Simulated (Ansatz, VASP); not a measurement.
## ZrB2 in VASP and in Ansatz

```
CELL_PARAMETERS angstrom
3.07814 0.00000 0.00000
-1.53907 2.66575 0.00000
0.00000 0.00000 3.42127
ATOMIC_POSITIONS crystal
Zr 0.00000 0.00000 0.00000
B 0.33333 0.66667 0.50000
B 0.66667 0.33333 0.50000
```

Alike in both runs: functional PBE; k mesh 15 × 15 × 12; occupations gaussian, width 0.1 eV; no spin polarisation.

Ansatz relaxed the structure, and its values are those at the end. VASP's run is a single point on that final structure, the one shown.

|  | VASP | Ansatz |
| --- | --- | --- |
| version | VASP 6.6.1 | Ansatz 0.2.0 |
| potentials or method | VASP PAW PBE potentials, release 64 (Zr_sv, B) | scalar-relativistic, plane waves, PAW |
| plane-wave cutoff (eV) | 520 | 420 |
| valence electrons in the cell | 18 | 18 |

|  | VASP | Ansatz | Ansatz less VASP |
| --- | --- | --- | --- |
| gap on the k mesh at the Fermi level (eV) | none | none | - |
| pressure (GPa) | 27.2 | 27.0 | -0.22 |

A gap of «none» marks a metal or a gap that the smearing closes.

Caveats: so large a pressure means that the cell lies far from this level's equilibrium, or that cutoff or potentials fall short (VASP).
